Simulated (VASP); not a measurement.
# GaP (F-43m) in VASP: settings compared

The runs below take GaP through relaxation of cell and atoms, with PBEsol, LDA.

Program: VASP 6.6.1. These are calculated values, not measurements. Logs are shortened: lines on timing, memory, paths and dates and some standing lists are left out, and cuts for length are marked.

## Step 1: The crystal as given

The structure is cubic, space group F-43m (No. 216). Conventional cell: a = 5.437 Å, b = 5.437 Å, c = 5.437 Å, α = 90.00°, β = 90.00°, γ = 90.00°. Ga (site symmetry -43m) is surrounded by 4 P at 2.35 Å. Around P (site symmetry -43m) lie 4 Ga at 2.35 Å.

## Step 2: Relaxation of cell and atoms, PBEsol

File INCAR:

```
SYSTEM = GaP
PREC = Accurate
ENCUT = 600
EDIFF = 1E-7
ISMEAR = 0
SIGMA = 0.03
LREAL = .FALSE.
LASPH = .TRUE.
NELM = 80
ALGO = Normal
ISIF = 3
LWAVE = .FALSE.
LCHARG = .FALSE.
GGA = PS
IBRION = 2
NSW = 90
EDIFFG = -0.005
```

File KPOINTS:

```
regular mesh
0
G
  8 8 8
  0 0 0
```

File POSCAR:

```
GaP                                     
1.0
   -0.0000000000      2.7184163015      2.7184163015
    2.7184163015      0.0000000000      2.7184163015
    2.7184163015      2.7184163015     -0.0000000000
  Ga              P             
     1     1
Direct
     0.0000000000000000    0.0000000000000000    0.0000000000000000
     0.2500000000000000    0.2500000000000000    0.2500000000000000
```

Potentials or basis: VASP PAW PBE potentials, release 64 (Ga_d, P).

On the command line:

```console
$ cat potpaw_PBE.64/Ga_d/POTCAR potpaw_PBE.64/P/POTCAR > POTCAR
$ mpirun -np 1 vasp_std > vasp.out
```

OUTCAR:

```text
SYSTEM = GaP
   PREC = Accurate
   ENCUT = 600
   EDIFF = 1E-7
   ISMEAR = 0
   LREAL = .FALSE.
   LASPH = .TRUE.
   NELM = 80
   ISIF = 3
   GGA = PS
   IBRION = 2
   NSW = 90
   EDIFFG = -0.005

 ion  position               nearest neighbor table
   1  0.000  0.000  0.000-   2 2.35   2 2.35   2 2.35   2 2.35
   2  0.250  0.250  0.250-   1 2.35   1 2.35   1 2.35   1 2.35

  LATTYP: Found a face centered cubic cell.
 ALAT       =     5.4368326030

  Lattice vectors:

 A1 = (   0.0000000000,   2.7184163015,   2.7184163015)
 A2 = (   2.7184163015,   0.0000000000,   2.7184163015)
 A3 = (   2.7184163015,   2.7184163015,   0.0000000000)

Analysis of symmetry for initial positions (statically):
=====================================================================
 Subroutine PRICEL returns:
 Original cell was already a primitive cell.

 Routine SETGRP: Setting up the symmetry group for a
 face centered cubic supercell.

 Subroutine GETGRP returns: Found 24 space group operations
 (whereof 24 operations were pure point group operations)
 out of a pool of 48 trial point group operations.

The static configuration has the point symmetry T_d .

Analysis of symmetry for dynamics (positions and initial velocities):
=====================================================================
 Subroutine PRICEL returns:
 Original cell was already a primitive cell.

 Routine SETGRP: Setting up the symmetry group for a
 face centered cubic supercell.

 Subroutine GETGRP returns: Found 24 space group operations
 (whereof 24 operations were pure point group operations)
 out of a pool of 48 trial point group operations.

The dynamic configuration has the point symmetry T_d .

 Subroutine INISYM returns: Found 24 space group operations
 (whereof 24 operations are pure point group operations),
 and found     1 'primitive' translations

----------------------------------------------------------------------------------------

                                     Primitive cell

  volume of cell :      40.1770

  direct lattice vectors                    reciprocal lattice vectors
     0.000000000  2.718416302  2.718416302    -0.183930622  0.183930622  0.183930622
     2.718416302  0.000000000  2.718416302     0.183930622 -0.183930622  0.183930622
     2.718416302  2.718416302  0.000000000     0.183930622  0.183930622 -0.183930622
[... 88 lines left out ...]
   IBRION =      2    ionic relax: 0-MD 1-quasi-New 2-CG
   NFREE  =      1    steps in history (QN), initial steepest desc. (CG)
   ISIF   =      3    stress and relaxation
   ISYM   =      2    0-nonsym 1-usesym 2-fastsym
   POTIM  = 0.5000    time-step for ionic-motion
   TEBEG  =    0.0;   TEEND  =   0.0 temperature during run
   PSTRESS=    0.0 pullay stress
   NELECT =      18.0000    total number of electrons
   NUPDOWN=      -1.0000    fix difference up-down
   EMIN   =  10.00;   EMAX   =-10.00  energy-range for DOS
   EFERMI =   0.00;   METHOD = LEGACY
   ISMEAR =     0;   SIGMA  =   0.03  broadening in eV -4-tet -1-fermi 0-gaus
   EFERMI_NEDOS =   21; number of points for ismear=-14 and -15
   IALGO  =     38    algorithm
   IMIX   =      4    mixing-type and parameters
     AMIX     =   0.40;   BMIX     =  1.00
     AMIX_MAG =   1.60;   BMIX_MAG =  1.00
  volume/ion in A,a.u.               =      20.09       135.56
  Fermi-wavevector in a.u.,A,eV,Ry     =   1.252679  2.367220 21.350316  1.569204
  Thomas-Fermi vector in A             =   2.386568
   LORBIT       =      0    0 simple, 1 ext, 2 COOP (PROOUT), +10 PAW based schemes
   GGA     = PS    functional components
   LHFCALC =     F    Hartree Fock is set to
   AEXX    =    0.0000 exact exchange contribution
   IVDW    =     0    specifies the selected vdW correction
   LEPSILON=     F    determine dielectric tensor
   LRPA    =     F    only Hartree local field effects (RPA)
 conjugate gradient relaxation of ions
 non-spin polarized calculation
 Gauss-broadening in eV      SIGMA  =   0.03
  energy-cutoff  :      600.00
  volume of cell :       40.18
 maximum number of plane-waves:      1363
   NGX = 15   NGY = 15   NGZ = 15

 number of electron      18.0000006 magnetization

 Free energy of the ion-electron system (eV)
  ---------------------------------------------------
  ext. energy  EPLUGINS =         0.00000000
  ---------------------------------------------------
  free energy    TOTEN  =        -9.92110651 eV

  energy without entropy =       -9.92110651  energy(sigma->0) =       -9.92110651

 E-fermi :   4.8415     XC(G=0): -10.0552

 val. band max:        4.6458062706   @ k =   0.0000   0.0000   0.0000
 cond. band min:       6.1469105024   @ k =   0.5000   0.5000   0.0000
 fundamental gap:      1.5011042318
 Fermi energy:         4.8414552412

 k-point     1 :       0.0000    0.0000    0.0000
  band No.  band energies     occupation
      1      -9.9089      2.00000
      2      -9.9089      2.00000
      3      -9.9089      2.00000
      4      -9.8058      2.00000
      5      -9.8058      2.00000
      6      -7.9353      2.00000
      7       4.6458      2.00000
      8       4.6458      2.00000
      9       4.6458      2.00000
     10       6.4582      0.00000
     11       8.4705      0.00000
     12       8.4705      0.00000
     13       8.4705      0.00000
[... 354 lines left out ...]
  band No.  band energies     occupation
      1     -10.0001      2.00000
      2      -9.8771      2.00000
      3      -9.8644      2.00000
      4      -9.8114      2.00000
      5      -9.7984      2.00000
      6      -5.4051      2.00000
      7      -1.8637      2.00000
      8       1.3771      2.00000
      9       2.6631      2.00000
     10       8.0610      0.00000
     11       8.8339      0.00000
     12      11.0770      0.00000
     13      12.5058      0.00000

 [... further k-points ...]
[... 5 lines left out ...]
  --------------------------------------------------------------------------------------
  -------------------------------------------------------------------------------------
  Total        0.0008286      0.0008286      0.0008286      0.0000000      0.0000000     -0.0000000
  in kB        0.0330431      0.0330431      0.0330431      0.0000000      0.0000000     -0.0000000
  external PRESSURE =       0.0330431 kB  Pullay stress =       0.0000000 kB

 VOLUME and BASIS-vectors are now :
 -----------------------------------------------------------------------------
  energy-cutoff  :      600.00
  volume of cell :       40.18
      direct lattice vectors                 reciprocal lattice vectors
     0.000000000  2.718416302  2.718416302    -0.183930622  0.183930622  0.183930622
     2.718416302  0.000000000  2.718416302     0.183930622 -0.183930622  0.183930622
     2.718416302  2.718416302  0.000000000     0.183930622  0.183930622 -0.183930622

 POSITION                                       TOTAL-FORCE (eV/Angst)
 -----------------------------------------------------------------------------------
      0.00000      0.00000      0.00000         0.000000      0.000000      0.000000
      1.35921      1.35921      1.35921        -0.000000     -0.000000     -0.000000
 -----------------------------------------------------------------------------------
    total drift:                                0.000001      0.000001      0.000001

  FREE ENERGIE OF THE ION-ELECTRON SYSTEM (eV)
  ---------------------------------------------------
  free  energy   TOTEN  =        -9.9211065095 eV

  energy  without entropy=       -9.9211065095  energy(sigma->0) =       -9.92110651

 reached required accuracy - stopping structural energy minimisation
```

OSZICAR:

```text
N       E                     dE             d eps       ncg     rms          rms(c)
DAV:   1     0.836879830803E+02    0.83688E+02   -0.10108E+04   762   0.215E+03
DAV:   2    -0.388252217950E+01   -0.87571E+02   -0.84279E+02   854   0.354E+02
DAV:   3    -0.100925844080E+02   -0.62101E+01   -0.61155E+01   954   0.779E+01
DAV:   4    -0.102065921336E+02   -0.11401E+00   -0.11394E+00   889   0.113E+01
DAV:   5    -0.102090359087E+02   -0.24438E-02   -0.24437E-02   957   0.142E+00    0.415E+00
DAV:   6    -0.996242637208E+01    0.24661E+00   -0.43738E-01  1185   0.142E+01    0.263E+00
DAV:   7    -0.992371491685E+01    0.38711E-01   -0.99516E-02  1006   0.274E+00    0.985E-01
DAV:   8    -0.992091444308E+01    0.28005E-02   -0.13214E-02   922   0.166E+00    0.162E-01
DAV:   9    -0.992105800865E+01   -0.14357E-03   -0.11024E-03  1083   0.569E-01    0.636E-02
DAV:  10    -0.992107997337E+01   -0.21965E-04   -0.65624E-05   973   0.871E-02    0.258E-02
DAV:  11    -0.992110648407E+01   -0.26511E-04   -0.28350E-05   839   0.638E-02    0.420E-03
DAV:  12    -0.992110642818E+01    0.55892E-07   -0.16066E-06  1021   0.189E-02    0.353E-03
DAV:  13    -0.992110653588E+01   -0.10770E-06   -0.27122E-07   813   0.480E-03    0.111E-03
DAV:  14    -0.992110650946E+01    0.26421E-07   -0.11601E-08   467   0.153E-03
   1 F= -.99211065E+01 E0= -.99211065E+01  d E =-.992111E+01
```

CONTCAR:

```text
GaP
   1.00000000000000
     0.0000000000000000    2.7184163015000000    2.7184163015000000
     2.7184163015000000    0.0000000000000000    2.7184163015000000
     2.7184163015000000    2.7184163015000000    0.0000000000000000
  Ga              P
     1     1
Direct
     0.0000000000000000    0.0000000000000000    0.0000000000000000
     0.2500000000000000    0.2500000000000000    0.2500000000000000

  0.00000000E+00  0.00000000E+00  0.00000000E+00
  0.00000000E+00  0.00000000E+00  0.00000000E+00
```

Wall time 14 s (1 thread of Intel Xeon Platinum 8259CL at 2.50GHz (Skylake/Cascade Lake), shared host); peak memory 0.18 GiB.

Results:

```
Free energy             : -9.9211 eV
Pressure after relaxing : 0.0 GPa
Band gap on the k mesh  : 1.50 eV, indirect (least direct gap 1.81 eV)
```

Final structure:
```cif
data_structure
_symmetry_space_group_name_H-M 'P 1'
_symmetry_Int_Tables_number 1
_cell_length_a 3.8444
_cell_length_b 3.8444
_cell_length_c 3.8444
_cell_angle_alpha 60.000
_cell_angle_beta 60.000
_cell_angle_gamma 60.000
_cell_volume 40.18
loop_
_atom_site_label
_atom_site_type_symbol
_atom_site_fract_x
_atom_site_fract_y
_atom_site_fract_z
_atom_site_occupancy
Ga1 Ga 0.00000 0.00000 0.00000 1
P1 P 0.25000 0.25000 0.25000 1
```

Levels at points of the mesh, in eV from the valence-band top:
| k point | band 7 | band 8 | band 9 | band 10 | band 11 | band 12 |
| --- | --- | --- | --- | --- | --- | --- |
| (0.00, 0.00, 0.00) | 0.00 | 0.00 | 0.00 | 1.81 | 3.82 | 3.82 |
| (0.50, 0.00, 0.00) | -6.74 | -1.14 | -1.14 | 1.61 | 4.65 | 4.65 |
| (0.50, 0.50, 0.00) | -6.84 | -2.74 | -2.74 | 1.50 | 1.71 | 10.61 |

Caveat: the relaxation stopped at its first step, so nothing moved; the PAW data sets were made with another functional, which shifts forces and pressure a little. A k mesh can miss the band edges.

## Step 3: Relaxation of cell and atoms, LDA

This run uses another cell than the first one, of 20.24 Å³/atom, 1.008 times its volume.

File INCAR:

```
PREC = Accurate
ENCUT = 600
EDIFF = 1E-6
ISMEAR = 0
SIGMA = 0.03
LREAL = F
LASPH = T
NELM = 80
ALGO = Normal
ISIF = 3
LWAVE = F
LCHARG = F
IBRION = 2
NSW = 90
EDIFFG = -0.01
```

File KPOINTS:

```
regular mesh
0
Gamma
  8 8 8
```

File POSCAR:

```
GaP
1.0
    0.0000000000      2.7252500000      2.7252500000
    2.7252500000      0.0000000000      2.7252500000
    2.7252500000      2.7252500000      0.0000000000
Ga P
1 1
Direct
    0.0000000000      0.0000000000      0.0000000000
    0.2500000000      0.2500000000      0.2500000000
```

Potentials or basis: VASP PAW LDA potentials, release 64 (Ga_d, P).

On the command line:

```console
$ cat potpaw_LDA.64/Ga_d/POTCAR potpaw_LDA.64/P/POTCAR > POTCAR
$ mpirun -np 1 vasp_std > vasp.out
```

Run time: 12 s. Hardware: 1 thread of Intel Xeon 6975P-C (Granite Rapids), shared host; peak memory 0.17 GiB.

It converged, with:

| Property | Result |
| --- | --- |
| Free energy | -10.4511 eV |
| Relaxed volume | 19.61 Å³/atom |
| Relaxed cell | a = 3.814 Å, b = 3.814 Å, c = 3.814 Å, α = 60.00°, β = 60.00°, γ = 60.00° |
| Space group after relaxing (to 0.05 Å) | F-43m (No. 216) |
| Energy gained by relaxing | 5.4 meV/atom |
| Ionic steps | 3 |
| Pressure after relaxing | -0.1 GPa |
| Band gap on the k mesh | 1.43 eV, indirect (least direct gap 1.90 eV) |

Step by step:
| step | energy change (eV) | largest force (eV/Å) | pressure (GPa) | volume (Å³) |
| --- | --- | --- | --- | --- |
| 1 | 0.0000 | 0.0000 | -2.68 | 40.48 |
| 2 | -0.0073 | 0.0000 | 1.68 | 38.53 |
| 3 | -0.0108 | 0.0000 | -0.07 | 39.22 |

Final structure:
```
Ga P
1.0
     0.00000    2.69669    2.69669
     2.69669    0.00000    2.69669
     2.69669    2.69669    0.00000
Ga P
1 1
Direct
  0.00000 0.00000 0.00000
  0.25000 0.25000 0.25000
```

Levels at points of the mesh, in eV from the valence-band top:
```tsv
k point	band 7	band 8	band 9	band 10	band 11	band 12
(0.00, 0.00, 0.00)	0.00	0.00	0.00	1.90	3.78	3.78
(0.50, 0.00, 0.00)	-6.89	-1.18	-1.18	1.61	4.62	4.62
(0.50, 0.50, 0.00)	-6.99	-2.82	-2.82	1.43	1.65	10.69
```

## Step 4: Relaxation of cell and atoms, LDA

This run uses another cell than the first one, of 19.61 Å³/atom, 0.976 times its volume.

Edit INCAR of step 3 so:

```diff
@@ -2,3 +2,3 @@
 ENCUT = 600
-EDIFF = 1E-6
+EDIFF = 1E-7
 ISMEAR = 0
@@ -14,2 +14,2 @@
 NSW = 90
-EDIFFG = -0.01
+EDIFFG = -0.005
```

KPOINTS is that of step 3.

File POSCAR:

```
GaP                                     
1.0
   -0.0000000000      2.6966856200      2.6966856200
    2.6966856200      0.0000000000      2.6966856200
    2.6966856200      2.6966856200      0.0000000000
  Ga              P             
     1     1
Direct
     0.0000000000000000    0.0000000000000000    0.0000000000000000
     0.2500000000000000    0.2500000000000000    0.2500000000000000
```

On the command line:

```console
$ cat potpaw_LDA.64/Ga_d/POTCAR potpaw_LDA.64/P/POTCAR > POTCAR
$ mpirun -np 1 vasp_std > vasp.out
```

It took 7.9 s on 1 thread of Intel Xeon 6975P-C (Granite Rapids), shared host; peak memory 0.15 GiB.

The run converged. Its results:

| Item | Value |
| --- | --- |
| Free energy | -10.4508 eV |
| Pressure after relaxing | 0.0 GPa |
| Band gap on the k mesh | 1.43 eV, indirect (least direct gap 1.90 eV) |

Final structure:
```
CELL_PARAMETERS angstrom
0.00000 2.69669 2.69669
2.69669 0.00000 2.69669
2.69669 2.69669 0.00000
ATOMIC_POSITIONS crystal
Ga 0.00000 0.00000 0.00000
P 0.25000 0.25000 0.25000
```

Levels at points of the mesh, in eV from the valence-band top:
```csv
k point,band 6,band 7,band 8,band 9,band 10,band 11,band 12,band 13
"(0.00, 0.00, 0.00)",-12.75,0.00,0.00,0.00,1.90,3.78,3.78,3.78
"(0.50, 0.00, 0.00)",-10.56,-6.89,-1.18,-1.18,1.61,4.62,4.62,8.11
"(0.50, 0.50, 0.00)",-9.60,-6.99,-2.82,-2.82,1.43,1.65,10.69,10.69
```

Caveat: the relaxation stopped at its first step, so nothing moved. LDA gaps usually lie below the measured ones, often by a third to a half.

## Step 5: Relaxation of cell and atoms, PBEsol

This run uses another cell than the first one, of 20.24 Å³/atom, 1.008 times its volume.

File INCAR:

```
SYSTEM = GaP
PREC     = Accurate       ! precision mode
ENCUT    = 600            ! plane-wave cutoff, eV
EDIFF    = 1E-6           ! SCF threshold, eV
ISMEAR   = 0              ! smearing method
SIGMA    = 0.03           ! smearing width, eV
LREAL    = .False.        ! projectors in reciprocal space
LASPH    = .True.         ! aspherical terms in the spheres
NELM     = 80             ! most SCF steps
ALGO     = Normal         ! electronic algorithm
ISIF     = 3              ! what is computed and relaxed
LWAVE    = .False.        ! write WAVECAR
LCHARG   = .False.        ! write CHGCAR
GGA      = PS             ! functional
IBRION   = 2              ! ionic algorithm
NSW      = 90             ! ionic steps
EDIFFG   = -0.01          ! ionic threshold
KPAR     = 4
```

File KPOINTS:

```
Automatic mesh
0
Gamma
  8 8 8
  0 0 0
```

File POSCAR:

```
GaP
1.0
    0.0000000000      2.7252500000      2.7252500000
    2.7252500000      0.0000000000      2.7252500000
    2.7252500000      2.7252500000      0.0000000000
Ga P
1 1
Direct
    0.0000000000      0.0000000000      0.0000000000
    0.2500000000      0.2500000000      0.2500000000
```

Potentials or basis: VASP PAW PBE potentials, release 64 (Ga_d, P).

On the command line:

```console
$ cat potpaw_PBE.64/Ga_d/POTCAR potpaw_PBE.64/P/POTCAR > POTCAR
$ mpirun -np 4 vasp_std > vasp.out
```

Wall time 24 s (4 MPI ranks of Intel Xeon Platinum 8488C (Sapphire Rapids), shared host); peak memory 0.18 GiB.

It converged, with:

| Property | Result |
| --- | --- |
| Free energy | -9.9212 eV |
| Relaxed volume | 20.09 Å³/atom |
| Relaxed cell | a = 3.844 Å, b = 3.844 Å, c = 3.844 Å, α = 60.00°, β = 60.00°, γ = 60.00° |
| Space group after relaxing (to 0.05 Å) | F-43m (No. 216) |
| Energy gained by relaxing | 0.3 meV/atom |
| Ionic steps | 3 |
| Pressure after relaxing | 0.0 GPa |
| Band gap on the k mesh | 1.50 eV, indirect (least direct gap 1.81 eV) |

The path:
| step | energy change (eV) | largest force (eV/Å) | pressure (GPa) | volume (Å³) |
| --- | --- | --- | --- | --- |
| 1 | 0.0000 | 0.0000 | -0.64 | 40.48 |
| 2 | -0.0004 | 0.0000 | 0.43 | 40.01 |
| 3 | -0.0006 | 0.0000 | -0.03 | 40.18 |

Final structure:
```
Ga P
1.0
     0.00000    2.71842    2.71842
     2.71842    0.00000    2.71842
     2.71842    2.71842    0.00000
Ga P
1 1
Direct
  0.00000 0.00000 0.00000
  0.25000 0.25000 0.25000
```

Levels at points of the mesh, in eV from the valence-band top:
| k point | band 7 | band 8 | band 9 | band 10 | band 11 | band 12 |
| --- | --- | --- | --- | --- | --- | --- |
| (0.00, 0.00, 0.00) | 0.00 | 0.00 | 0.00 | 1.81 | 3.82 | 3.82 |
| (0.50, 0.00, 0.00) | -6.74 | -1.14 | -1.14 | 1.61 | 4.65 | 4.65 |
| (0.50, 0.50, 0.00) | -6.84 | -2.74 | -2.74 | 1.50 | 1.71 | 10.61 |

Caveat: the PAW data sets were made with another functional, which shifts forces and pressure a little. A k mesh can miss the band edges.
